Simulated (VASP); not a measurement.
Runs of VASP 6.6.1 on CoH. The structure is cubic, space group Fm-3m (No. 225). Conventional cell: a = 3.686 Å, b = 3.686 Å, c = 3.686 Å, α = 90.00°, β = 90.00°, γ = 90.00°. Around Co (site symmetry m-3m) lie 6 H at 1.84 Å. Around H (site symmetry m-3m) lie 6 Co at 1.84 Å. The cell comes from a database or a generator and needn't be the stable form of this composition.

| task | level | cell | k mesh | cutoff (eV) | gap on the mesh (eV) | pressure (GPa) | moment (μB) | relaxed volume (Å³/atom) |
| --- | --- | --- | --- | --- | --- | --- | --- | --- |
| phonons | r2SCAN | relaxed | 9 × 9 × 9 | 600 | - | - | 1.41 | - |
| relaxation of the atoms | r2SCAN | atoms relaxed from: atoms moved at random, drawn with an rms of 0.02 Å | 9 × 9 × 9 | 520 | none | -0.1 | 1.41 | - |
| relaxation of cell and atoms | revTPSS | relaxed | 12 × 12 × 12 | 600 | none | 0.0 | 1.21 | 6.16 |
| relaxation of cell and atoms | r2SCAN+rVV10 | relaxed | 12 × 12 × 12 | 600 | none | 0.0 | 1.43 | (a) |
| relaxation of cell and atoms | r2SCAN | relaxed | 12 × 12 × 12 | 600 | none | 0.1 | 1.43 | - |

Alike in all rows: potentials or basis VASP PAW PBE potentials, release 64 (Co, H); spin collinear, ferromagnetic start; smearing gaussian 0.05 eV.

Estimate the missing entries.

(a) 6.22.

Caveats: the PAW data sets were made with another functional, which shifts forces and pressure a little; the relaxation stopped at its first step, so nothing moved (some runs).

A gap of «none» marks a metal or a gap under the smearing width.
